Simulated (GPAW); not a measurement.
Write an ASE script for GPAW 26.7.0 that does the following.

```
Task                : band structure
Functional          : r2SCAN
Potentials or basis : GPAW PAW data sets (gpaw-data 1.2.1)
Cutoff              : 600 eV
Basis               : pw
k mesh              : 5 × 5 × 1
Occupations         : fermi-dirac, width 0.05 eV
Spin                : no spin polarisation
Maxiter             : 150
Band path           : GMKGALHA,LM,KH
Band points         : 60
```

The system is InSe.

```xyz
8
Lattice="4.0473 0.0000 0.0000 -2.0237 3.5051 0.0000 0.0000 0.0000 18.0521" Properties=species:S:1:pos:R:3 pbc="T T T"
In    0.0000    2.3367    1.3971
In    0.0000    2.3367   16.6550
In    0.0000    0.0000    7.6289
In    0.0000    0.0000   10.4231
Se    0.0000    2.3367    6.3721
Se    0.0000    2.3367   11.6800
Se    2.0237    1.1684    2.6537
Se    2.0237    1.1684   15.3984
```

Measurements of this composition are mostly on another form, of space group No. 160.

These files were run (other wordings do the same):

run.py

```python
from ase import Atoms
from ase.dft.bandgap import bandgap
from ase.io import write
from ase.units import GPa
from gpaw import GPAW, PW

atoms = Atoms(['In', 'In', 'In', 'In', 'Se', 'Se', 'Se', 'Se'],
              cell=[[4.0473293151, 0.0, 0.0],
                    [-2.0236646576, 3.5050900044, 0.0],
                    [0.0, 0.0, 18.05206491]],
              scaled_positions=[[0.3333333333, 0.6666666667, 0.07739049],
                                [0.3333333333, 0.6666666667, 0.92260951],
                                [0.0, 0.0, 0.42260632],
                                [0.0, 0.0, 0.57739368],
                                [0.3333333333, 0.6666666667, 0.35298428],
                                [0.3333333333, 0.6666666667, 0.64701572],
                                [0.6666666667, 0.3333333333, 0.14699993],
                                [0.6666666667, 0.3333333333, 0.85300007]],
              pbc=True)

calc = GPAW(mode=PW(600),
            xc='MGGA_X_R2SCAN+MGGA_C_R2SCAN',
            kpts={'size': (5, 5, 1), 'gamma': True},
            occupations={'name': 'fermi-dirac', 'width': 0.05},
            nbands=60,
            convergence={'density': 1e-05, 'energy': 1e-05},
            maxiter=150,
            txt='gpaw.txt')
atoms.calc = calc
energy = atoms.get_potential_energy()
forces = atoms.get_forces()
stress = atoms.get_stress()
calc.write('gs.gpw')
write('result.traj', atoms)
print(f'Energy: {energy:.6f} eV')
print('Forces (eV/A):')
print(forces.round(4))
print('Stress (GPa):', (stress / GPa).round(3))
print('Fermi level:', round(calc.get_fermi_level(), 4), 'eV')
print(f'Gap: {bandgap(calc)[0]:.4f} eV, direct: {bandgap(calc, direct=True)[0]:.4f} eV')

path = atoms.cell.bandpath('GMKGALHA,LM,KH', npoints=60, eps=1e-4)
bs_calc = calc.fixed_density(kpts=path, symmetry='off', nbands=101,
                             convergence={'bands': 'CBM+6.0', 'eigenstates': 1e-6}, txt='bands.txt')
bs = bs_calc.band_structure()
bs.write('bs.json')
print(f'Gap on the path: {bandgap(bs_calc)[0]:.4f} eV')
```

Potentials or basis: GPAW PAW data sets (gpaw-data 1.2.1), pw.

Launch:

```bash
$ OMP_NUM_THREADS=1 python run.py
```

Results of the run:

* Pressure: -0.2 GPa
* Largest force: 0.025 eV/Å
* Band gap on the k mesh: 1.12 eV, direct
* Band gap along the path: 1.12 eV, direct

Caveat: the PAW data sets were made with another functional, which shifts forces and pressure a little; spin-orbit coupling is left out, which moves the levels of the heavy elements.

Run time: 31 min on 1 thread of Arm Neoverse V2 (shared host), peak memory 1.5 GiB.
